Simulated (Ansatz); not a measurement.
A run of Ansatz 0.2.0:

Contents of input.yaml:

```yaml
crystal:
  lattice:
    - [-1.5765401831, 1.5765401831, 2.7119384313]
    - [1.5765401831, -1.5765401831, 2.7119384313]
    - [1.5765401831, 1.5765401831, -2.7119384313]
  atoms:
    - { symbol: Sb, position: [0.0, 0.0, 0.0] }
hamiltonian:
  xc: pbe
  pseudopotentials: { kind: paw }
kpoints:
  mp_grid: { grid: [12, 12, 12] }
scf:
  occupations: { method: fermi_dirac, width: 0.05 }
output:
  forces: true
  stress: true
  eigenvalues: true
  write_density: true
  write_potential: true
  elf: true
  volumetric_format: npy
```

Potentials or basis: Ansatz PAW.

The run is started by

```sh
$ ansatz run input.yaml --threads 2 --pin off --max-ram 5120MiB --backend cpu --events-out ev --progress --plain --runs-dir out
```

Hardware: 2 threads of Intel(R) Xeon(R) Platinum 8259CL CPU @ 2.50GHz (Skylake/Cascade Lake), on a shared host.

How long does it take, and how much memory?

Run time: 2.2 s on 2 threads of Intel(R) Xeon(R) Platinum 8259CL CPU @ 2.50GHz (Skylake/Cascade Lake), on a shared host, peak memory 0.47 GiB. Counts: scf iterations 6, plane waves 517, k points 163, bands 12.
